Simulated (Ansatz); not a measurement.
Results of r²SCAN (Ansatz, a first-principles code, plane waves, PAW) for rock-salt NaBr.

Settings: plane-wave cutoff 560 eV, 10×10×10 k mesh, Fermi–Dirac smearing 0.01 eV, scalar-relativistic PAW data made under PBE.

Results at a series of volumes:

| V (Å³/atom) | E − E_lowest (meV/atom) | P (GPa) |
|---|---|---|
| 24.723 | 7.45 | 1.604 |
| 25.249 | 3.18 | 1.006 |
| 25.775 | 0.76 | 0.474 |
| 26.301 | 0.00 | -0.001 |
| 26.827 | 0.71 | -0.424 |
| 27.353 | 2.73 | -0.802 |
| 27.879 | 5.93 | -1.138 |

**Question.** Estimate the bulk modulus and its pressure derivative from these points.

**Answer.** V0 = 26.300 Å³/atom, B0 = 22.4 GPa, B′ = 4.8 (fit to the energies at full precision).

Measured, for comparison: bulk modulus 22.6 GPa (4 K, no zero-point or thermal correction; as tabulated in Doll and Stoll (1998), arXiv:cond-mat/9801031); equilibrium volume per atom 26.01 Å³/atom (low temperature, no zero-point or thermal correction; as tabulated in Doll and Stoll (1998), arXiv:cond-mat/9801031). Computed less measured: bulk modulus -0.9 %, equilibrium volume per atom +1.1 %.
